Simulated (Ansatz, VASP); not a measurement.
# ZnSe (Stilleite): VASP beside Ansatz

One calculation is typed for both programs; each brings its own data sets. How far apart do they land? The cell is taken from a series of runs on this material, whose earlier steps may have relaxed, scaled, displaced or heated it; both programs get it as it stands.

Program: Ansatz 0.2.0. Level of theory: plane waves, with VASP 6.6.1 beside it; zone-centre phonons at LDA. Results are calculated unless marked as measured.

## 1. The starting structure

The structure is orthorhombic, space group Imm2 (No. 44). The conventional cell has a = 3.819 Å, b = 3.937 Å, c = 5.666 Å, α = 90.00°, β = 90.00°, γ = 90.00°. Zn has 4 Se at 2.40 to 2.41 Å nearest. Nearest to Se lie 4 Zn at 2.40 to 2.41 Å. Farther neighbours and most contacts between anions are not listed.

## 2. Ansatz: zone-centre phonons, LDA

Ansatz runs on its PAW soft_1 files.

Second derivatives magnify differences that forces hide, and they need a tight electronic threshold.

Input file input.yaml:

```yaml
crystal:
  lattice:
    - [-0.0419695849, 2.7421347477, 2.8329924697]
    - [2.7421347477, -0.0419695849, 2.8329924697]
    - [2.7001651627, 2.7001651627, 0.0]
  atoms:
    - { symbol: Zn, position: [0.0028045829, 0.0028045829, -0.0028045829] }
    - { symbol: Se, position: [0.7471954171, 0.7471954171, 0.7528045829] }
kpoints:
  mp_grid: { grid: [12, 12, 12] }
hamiltonian:
  xc: lda
  pseudopotentials: { kind: paw, azcp: { folder: soft_1 }, xc_functional: pbe }
scf:
  occupations: { method: fixed }
output:
  eigenvalues: true
phonons:
  method: dfpt
```

The run is started by

```bash
ansatz run input.yaml --threads 4 --pin off --max-ram 10240MiB --backend cpu --events-out ev --progress --plain --runs-dir out
```

Numbers of over 12 decimals in the logs are rounded to 6 here.

Log:

```text
zone centre: on kpoints.mp_grid the ground state, and the responses unless they are solved on pairs of k-points, stand on 476 of the mesh's 1728 k-points, reduced under 2 symmetry operations, with k and −k counted as one. Each operation leaves every solved displacement unchanged or reverses it
Engine: ansatz 0.2.0, aarch64-unknown-linux-gnu
Pseudopotentials: kind: paw
Pseudopotential: Zn, paw, valence charge 12, recommended cutoff 420 eV (normal), soft_1/Zn.paw.azcp
Pseudopotential: Se, paw, valence charge 16, recommended cutoff 420 eV (normal), soft_1/Se.paw.azcp
Functional definition: SPW92
  exchange = slater_x
  correlation = pw_c
Crystal: 2 atoms, lattice volume = 42.594 Å³
Basis set: ecut = 420 eV, 845 PW (Γ), exchange–correlation on 54×54×54 points (8 copies of the dense FFT grid, shifted against one another)
Bands: 18, of which v1, the nominal top of the filled ones, is band 14 counted from 1 (13 counted from 0)
Symmetry: 4 space group operations
k-points: 476 of 1728 (irreducible under 2 space group operations, time reversal used)
Non-local potential: Zn, projectors of the file, l = 0: 2, l = 1: 2, l = 2: 3, l = 3: 1
Non-local potential: Se, projectors of the file, l = 0: 2, l = 1: 2, l = 2: 3, l = 3: 1
PAW form: soft (Blöchl's): semilocal exchange-correlation on the pseudo side does not see the compensation charge
PAW frozen core: Zn, regenerated for the run's functional, and the local potential with it (the file was generated under x = pbe(κ = 0.804, μ = 0.219515), c = pbe(β = 0.066725))
PAW frozen core: Se, regenerated for the run's functional, and the local potential with it (the file was generated under x = pbe(κ = 0.804, μ = 0.219515), c = pbe(β = 0.066725))
PAW one-centre angular grid: Zn, 590 points (default); XC on 64 Gauss nodes
PAW one-centre angular grid: Se, 590 points (default); XC on 64 Gauss nodes
Initial density: superposition of atomic densities (chi_scale 0.1, normalization cell, long waves kept (reshape's long-wave potential 0.00 eV rms))
Initial wavefunctions: pseudopotential atomic-orbital guess
Functional: x = slater, c = lda
SCF iter   1: F=—  HF=-8631.191986 eV  |F-HF|=—  |Δ(HF+E_count)|=         —  Δρ=5.98e-2  dr2=9.72e-1  ethr=3.10e-3  ⟨swp⟩=4.2  Hψ=40936  notcnv=0  defer=760
preconditioner: auto → none  [insulator: Δε(μ)=1.124 eV  Ē_g=13.081 eV  n_scr=14 (ndim 8)  ℏωp=24.1 eV  f_vac=0.032  ε∞_Penn≈4.4]
SCF iter   2: F=—  HF=-8630.942783 eV  |F-HF|=—  |Δ(HF+E_count)|=   2.49e-1  Δρ=2.70e-2  dr2=1.89e-1  ethr=3.10e-3  ⟨swp⟩=3.0  Hψ=18869  notcnv=0  defer=892
SCF iter   3: F=—  HF=-8630.858451 eV  |F-HF|=—  |Δ(HF+E_count)|=   8.43e-2  Δρ=1.18e-2  dr2=3.12e-2  ethr=6.77e-4  ⟨swp⟩=2.0  Hψ=17090  notcnv=0  defer=918
SCF iter   4: F=—  HF=-8630.850276 eV  |F-HF|=—  |Δ(HF+E_count)|=   8.17e-3  Δρ=2.75e-3  dr2=1.75e-3  ethr=1.12e-4  ⟨swp⟩=2.4  Hψ=17000  notcnv=0  defer=941
SCF iter   5: F=—  HF=-8630.850591 eV  |F-HF|=—  |Δ(HF+E_count)|=   3.15e-4  Δρ=9.87e-4  dr2=2.91e-4  ethr=6.24e-6  ⟨swp⟩=2.1  Hψ=14251  notcnv=0  defer=952
SCF iter   6: F=—  HF=-8630.850635 eV  |F-HF|=—  |Δ(HF+E_count)|=   4.40e-5  Δρ=6.20e-5  dr2=1.14e-6  ethr=1.04e-6  ⟨swp⟩=2.0  Hψ=16184  notcnv=0  defer=947
SCF iter   7: F=—  HF=-8630.850633 eV  |F-HF|=—  |Δ(HF+E_count)|=   1.63e-6  Δρ=2.00e-5  dr2=1.87e-7  ethr=4.08e-9  ⟨swp⟩=2.0  Hψ=15233  notcnv=0  defer=130
SCF iter   8: F=—  HF=-8630.850633 eV  |F-HF|=—  |Δ(HF+E_count)|=   7.86e-8  Δρ=7.86e-6  dr2=1.33e-8  ethr=6.67e-10  ⟨swp⟩=2.0  Hψ=15176  notcnv=0  defer=132
SCF iter   9: F=—  HF=-8630.850633 eV  |F-HF|=—  |Δ(HF+E_count)|=   2.90e-9  Δρ=1.48e-6  dr2=5.63e-10  ethr=4.74e-11  ⟨swp⟩=2.1  Hψ=11487  notcnv=0  defer=126
SCF iter  10: F=-8630.850633 eV  HF=-8630.850633 eV  |F-HF|=1.09e-11  |Δ(HF+E_count)|=  1.58e-10  Δρ=1.71e-7  dr2=6.01e-12  ethr=1.00e-12  ⟨swp⟩=8.7  Hψ=54974  notcnv=0
SCF 1 converged in 10 iterations: F = -8630.850633 eV  dr2 = 6.01e-12
  greatest PAW one-centre occupation: 1.000 electrons in one spin orbital (limit 2), on the Se atom at site 1 (counted from 0), in its partial waves of l = 2
DFPT response loops at Γ: preconditioner auto → none (the input reference at scf.mixing.eps_inf says where Resta's filter doesn't serve); β = 0.50; Broyden in place of MSR1
SCF converged after 10 iterations
Free energy (F): -8630.850633 eV
Harris-Foulkes:  -8630.850633 eV  (|F-HF|=1.09e-11)
Internal energy: -8630.850633 eV  (E = F + TS)
E sigma→0 (E₀):  -8630.850633 eV
Fermi energy:    7.291359 eV
--- Per-component energies (eV) ---
  E_band       = -380.512794
  E_kinetic    = 261.070682
  E_local      = -4747.913735  (includes V_loc(G=0)·N_el)
  E_nonlocal   = 471.675303
  E_hartree    = 2197.341958
  E_xc         = -163.327437
  E_vxc        = -143.257899  (∫ρ·V_xc dr)
  E_paw        = -3871.061701  (= ΣΔE_a)
  E_vpaw       = -616.770461  (= ΣTr[D̂ρ^β])
  E_aug_tail   = -0.000663  (compensation charges beyond the density's cutoff)
  E_ewald      = -2782.409543
  E_core_change = 3.774503  (= ΣΔE_core)
  E_smearing   = -0.000000  (= −TS)
  E_closure    = -0.000000  (closes the sum)
  Σ components = -8630.850633   (vs F -8630.850633, Δ=0.00e0)
--- Band table (eV; the first three rows and the last of 476) ---
  k-point 0: bands = [... 10 lower, 0.6487, 7.0400, 7.0821, 7.2914, 8.4222, 12.6394, 12.8632, 13.0450]
  k-point 1: bands = [... 10 lower, 0.6469, 6.3843, 7.0039, 7.0505, 9.0525, 12.7855, 12.8687, 13.0740]
  k-point 2: bands = [... 10 lower, 0.6433, 5.1521, 6.8065, 6.8147, 9.6606, 12.9571, 13.1336, 13.3917]
  k-point 475: bands = [... 10 lower, 0.8163, 1.8874, 4.6471, 5.0012, 9.8360, 10.7542, 17.9047, 18.6860]
--- Phonons (Γ-DFPT): 4 representative perturbations + reference, on 476 of 1728 k-points (Σ response iterations 12) ---
  k mesh reduced under 2 symmetry operations, with k and −k counted as one. Each operation leaves every solved displacement unchanged or reverses it
  ASR residual: 1.953e-4 → 0.000e0 eV/Å²; symmetrization residual: 8.193e-6 eV/Å²
  ASR residual per site (eV/Å²): 1.95e-4 3.19e-6
  Γ frequencies (cm⁻¹): 0.00 0.00 0.00 219.62 221.75 224.37
  non-analytic LO–TO correction: not included (Born effective charges unavailable; polar crystals: no LO–TO splitting at Γ)
```

## 3. VASP: zone-centre phonons, LDA

The same cell, functional (in two slightly different forms) and mesh now go to VASP, with its own data sets.

Lines of VASP's logs that name or quote its potential files are left out, and so is its time.

Input file INCAR:

```
SYSTEM = ZnSe
PREC = Accurate
ENCUT = 500
EDIFF = 1E-08
NELM = 120
ISMEAR = 0
SIGMA = 0.01
LREAL = .FALSE.
ALGO = Normal
GGA = CA
NBANDS = 15
LORBIT = 11
LWAVE = .FALSE.
LCHARG = .FALSE.
ISIF = 2
IBRION = 8
LASPH = .TRUE.
GGA_COMPAT = .FALSE.
EFERMI = MIDGAP
KPAR = 2
```

Input file POSCAR:

```
ZnSe
1.0
   -0.0419695849      2.7421347477      2.8329924697
    2.7421347477     -0.0419695849      2.8329924697
    2.7001651627      2.7001651627      0.0000000000
Zn Se
1 1
Direct
    0.0028045829      0.0028045829      0.9971954171
    0.7471954171      0.7471954171      0.7528045829
```

Input file KPOINTS:

```
Automatic mesh
0
Gamma
12 12 12
0 0 0
```

Potentials, in the order of the species: Zn and Se (LDA family, release 64).

The run is started by

```bash
mpirun -np 2 vasp_std
```

Log:

```text
[banner, memory and clock lines left out]
running    2 mpi-ranks, on    1 nodes
 distrk:  each k-point on    1 cores,    2 groups
 distr:  one band on    1 cores,    1 groups

 POSCAR found type information on POSCAR ZnSe
 POSCAR found :  2 types and       2 ions
 LDA part: xc-table for (Slater(with rela. corr.)+CA(PZ))
 , standard interpolation
 POSCAR, INCAR and KPOINTS ok, starting setup
 FFT: planning ... GRIDC
 FFT: planning ... GRID_SOFT
 FFT: planning ... GRID
 WAVECAR not read
 entering main loop
       N       E                     dE             d eps       ncg     rms          rms(c)
DAV:   1     0.856038684617E+02    0.85604E+02   -0.87456E+03  8400   0.136E+03
DAV:   2    -0.219096175669E+01   -0.87795E+02   -0.82883E+02  9282   0.260E+02
DAV:   3    -0.762930282763E+01   -0.54383E+01   -0.54136E+01 10248   0.642E+01
DAV:   4    -0.767557773309E+01   -0.46275E-01   -0.46268E-01  9947   0.629E+00
DAV:   5    -0.767581083783E+01   -0.23310E-03   -0.23310E-03 10759   0.413E-01    0.542E+00
DAV:   6    -0.739247832811E+01    0.28333E+00   -0.59821E-01 11999   0.276E+01    0.408E+00
DAV:   7    -0.736556537319E+01    0.26913E-01   -0.17071E-01 10108   0.420E+00    0.168E+00
DAV:   8    -0.736109222777E+01    0.44731E-02   -0.37093E-03 12596   0.870E-01    0.433E-01
DAV:   9    -0.736052039876E+01    0.57183E-03   -0.98128E-04 10087   0.269E-01    0.589E-02
DAV:  10    -0.736053795626E+01   -0.17558E-04   -0.12914E-04 10646   0.126E-01    0.193E-02
DAV:  11    -0.736052989862E+01    0.80576E-05   -0.17298E-05 12859   0.685E-02    0.469E-03
DAV:  12    -0.736052991374E+01   -0.15116E-07   -0.29490E-06 10150   0.134E-02    0.119E-03
DAV:  13    -0.736052993561E+01   -0.21875E-07   -0.13288E-07 10423   0.324E-03    0.494E-04
DAV:  14    -0.736052993606E+01   -0.44702E-09   -0.17297E-09  6209   0.548E-04
   1 F= -.73605299E+01 E0= -.73605299E+01  d E =0.000000E+00
 Linear response reoptimize wavefunctions to high precision
DAV:   1    -0.736052993569E+01    0.37471E-09   -0.12926E-09  7917   0.707E-04
DAV:   2    -0.736052993573E+01   -0.40018E-10   -0.44084E-10  4942   0.160E-04
 Linear response DOF=           4
 Linear response progress:
  Degree of freedom:   1/  4
       N       E                     dE             d eps       ncg     rms          rms(c)
RMM:   1    -0.212808557781E+00   -0.21281E+00   -0.63701E-03 36375   0.208E+00
RMM:   2    -0.210937443571E+00    0.18711E-02   -0.25472E-03 41510   0.396E-01    0.906E-02
RMM:   3    -0.210707261783E+00    0.23018E-03   -0.39153E-05 47434   0.495E-02    0.544E-02
RMM:   4    -0.210429711911E+00    0.27755E-03   -0.17533E-05 48901   0.294E-02    0.286E-03
RMM:   5    -0.210447605178E+00   -0.17893E-04   -0.63372E-07 50509   0.553E-03    0.845E-04
RMM:   6    -0.210446392585E+00    0.12126E-05   -0.47107E-08 51414   0.105E-03    0.325E-04
RMM:   7    -0.210446130753E+00    0.26183E-06   -0.80399E-09 51234   0.315E-04    0.352E-05
RMM:   8    -0.210445812493E+00    0.31826E-06   -0.91758E-10 50648   0.101E-04    0.114E-05
RMM:   9    -0.210445820890E+00   -0.83972E-08   -0.97897E-11 52129   0.354E-05    0.375E-06
 first order change of Fermi-energy  -0.31024E-04
 force on displaced ion       1 direction 1 :  -6.539  -0.058  -0.004
 Linear response progress:
  Degree of freedom:   2/  4
       N       E                     dE             d eps       ncg     rms          rms(c)
RMM:   1    -0.212925080979E+00   -0.21293E+00   -0.69903E-03 11768   0.207E+00
RMM:   2    -0.211143323043E+00    0.17818E-02   -0.25826E-03 13377   0.392E-01    0.933E-02
RMM:   3    -0.210913942692E+00    0.22938E-03   -0.37861E-05 15163   0.494E-02    0.559E-02
RMM:   4    -0.210638221901E+00    0.27572E-03   -0.16869E-05 15669   0.286E-02    0.278E-03
RMM:   5    -0.210654329933E+00   -0.16108E-04   -0.52942E-07 16157   0.513E-03    0.882E-04
RMM:   6    -0.210655314329E+00   -0.98440E-06   -0.39853E-08 16324   0.115E-03    0.311E-04
RMM:   7    -0.210654775618E+00    0.53871E-06   -0.33977E-09 15998   0.267E-04    0.667E-05
RMM:   8    -0.210654494336E+00    0.28128E-06   -0.13193E-09 15398   0.945E-05    0.106E-05
RMM:   9    -0.210654490219E+00    0.41175E-08    0.81526E-11 16718   0.352E-05    0.477E-06
 first order change of Fermi-energy   0.44656E+00
 force on displaced ion       1 direction 3 :  -0.000  -0.000  -6.745
 Linear response progress:
  Degree of freedom:   3/  4
       N       E                     dE             d eps       ncg     rms          rms(c)
RMM:   1    -0.824243195957E-01   -0.82424E-01    0.10364E-01 63429   0.177E+00
RMM:   2    -0.817489705823E-01    0.67535E-03   -0.32994E-03 41018   0.519E-01    0.122E-01
RMM:   3    -0.819226594491E-01   -0.17369E-03   -0.19007E-04 46007   0.107E-01    0.671E-02
RMM:   4    -0.822154442802E-01   -0.29278E-03   -0.41472E-05 46512   0.452E-02    0.823E-03
RMM:   5    -0.822235901100E-01   -0.81458E-05   -0.15335E-06 47020   0.874E-03    0.398E-03
RMM:   6    -0.822143688385E-01    0.92213E-05   -0.11088E-07 46779   0.228E-03    0.163E-03
RMM:   7    -0.822102693699E-01    0.40995E-05   -0.42648E-08 47795   0.857E-04    0.299E-04
RMM:   8    -0.822121816016E-01   -0.19122E-05   -0.32311E-09 48465   0.278E-04    0.395E-05
RMM:   9    -0.822123177398E-01   -0.13614E-06   -0.50792E-10 49062   0.882E-05    0.109E-05
RMM:  10    -0.822122273325E-01    0.90407E-07    0.18826E-09 48689   0.225E-05    0.322E-06
RMM:  11    -0.822122349180E-01   -0.75854E-08    0.17890E-09 42844   0.867E-06    0.196E-06
 first order change of Fermi-energy   0.14380E-03
 force on displaced ion       2 direction 1 :  -6.541  -0.062  -0.001
 Linear response progress:
  Degree of freedom:   4/  4
       N       E                     dE             d eps       ncg     rms          rms(c)
RMM:   1    -0.825378110237E-01   -0.82538E-01    0.10823E-01 19967   0.179E+00
RMM:   2    -0.819792486287E-01    0.55856E-03   -0.31874E-03 13404   0.508E-01    0.126E-01
RMM:   3    -0.821672246712E-01   -0.18798E-03   -0.18010E-04 14760   0.105E-01    0.689E-02
RMM:   4    -0.824718319808E-01   -0.30461E-03   -0.47202E-05 14900   0.471E-02    0.866E-03
RMM:   5    -0.824764785972E-01   -0.46466E-05   -0.19746E-06 14991   0.965E-03    0.406E-03
RMM:   6    -0.824675143214E-01    0.89643E-05   -0.18928E-07 14971   0.254E-03    0.189E-03
RMM:   7    -0.824628372873E-01    0.46770E-05   -0.23807E-08 15074   0.984E-04    0.357E-04
RMM:   8    -0.824649207603E-01   -0.20835E-05   -0.86314E-09 15396   0.320E-04    0.542E-05
RMM:   9    -0.824651193632E-01   -0.19860E-06   -0.21519E-09 15724   0.995E-05    0.196E-05
RMM:  10    -0.824650102555E-01    0.10911E-06    0.10012E-10 14981   0.250E-05    0.739E-06
RMM:  11    -0.824650262557E-01   -0.16000E-07   -0.14746E-11 14173   0.104E-05    0.280E-06
RMM:  12    -0.824650354393E-01   -0.91836E-08   -0.25447E-10 12307   0.435E-06    0.351E-07
 first order change of Fermi-energy  -0.44597E+00
 force on displaced ion       2 direction 3 :  -0.000  -0.000  -6.760
 Linear response finished
```

[end of part 1 of 2]

[Lines on the potential files, build, host, timing and source positions are cut from VASP's logs without a mark.]

[Logs are printed without paths, hosts, clocks, repeated set-up lines and the standing remarks that a program may print on its own settings, such as how far it seeks lower states.]

[Hosts, paths, dates, database ids (printed as entryN), source tags and the programs' standing remarks are cut or masked in the printed files.]
